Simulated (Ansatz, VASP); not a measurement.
C in VASP and in Ansatz

INCAR

```
SYSTEM = C
  ALGO = Normal
  EDIFF = 1E-6
  ENCUT = 520
  GGA = PS
  ISIF = 2
  ISMEAR = 0
  LASPH = .True.
  LCHARG = .False.
  LREAL = .False.
  LWAVE = .False.
  NBANDS = 11
  NELM = 80
  PREC = Accurate
  SIGMA = 0.02
```

Contents of KPOINTS:

```
k-points
0
Gamma
  14 14 14
  0 0 0
```

Contents of POSCAR:

```
C
1.0
    0.0000000000      2.1270000000      3.3480000000
    1.2280000000      0.0000000000      3.3480000000
    1.2280000000      2.1270000000      0.0000000000
C
2
Direct
    0.2019309309      0.7980690691      0.2019309309
    0.8333300000      0.1666700000      0.8333300000
```

Input for Ansatz:

```yaml
crystal:
  lattice:
    - [0.0, 2.127, 3.348]
    - [1.228, 0.0, 3.348]
    - [1.228, 2.127, 0.0]
  atoms:
    - { symbol: C, position: [0.2019309309, 0.7980690691, 0.2019309309] }
    - { symbol: C, position: [0.83333, 0.16667, 0.83333] }
basis:
  ecutwfc: 420
kpoints:
  mp_grid: { grid: [14, 14, 14] }
hamiltonian:
  xc: pbesol
scf:
  occupations: { method: gaussian, width: 0.02 }
output:
  forces: true
  stress: true
  eigenvalues: true
  populations: true
```

Change from the starting cell: one atom moved.

Alike in both runs: task single point; functional PBEsol; k mesh 14 × 14 × 14; occupations gaussian, width 0.02 eV; no spin polarisation.

|  | VASP | Ansatz |
| --- | --- | --- |
| version | VASP 6.6.1 | Ansatz 0.2.0 |
| potentials or method | VASP PAW PBE potentials, release 64 (C) | scalar-relativistic, plane waves, PAW |
| plane-wave cutoff (eV) | 520 | 420 |
| valence electrons in the cell | 8 | 8 |

|  | VASP | Ansatz | Ansatz less VASP |
| --- | --- | --- | --- |
| gap on the k mesh at the Fermi level (eV) | 0.39 | 0.39 | 0.000 |
| least direct gap on the mesh (eV) | 0.39 | 0.39 | 0.000 |
| pressure (GPa) | 10.8 | 10.2 | -0.53 |
| largest component of the traceless stress (GPa) | 21.51 | 20.88 | -0.628 |
| rms of the force components (eV/Å) | 3.895 | 3.892 | -0.0030 |

Atom by atom the forces differ by 0.003 eV/Å (rms over components). With one functional, cell and mesh, what is left measures potentials, basis and numerics.

Caveats: the PAW data sets were made with another functional, which shifts forces and pressure a little (VASP).
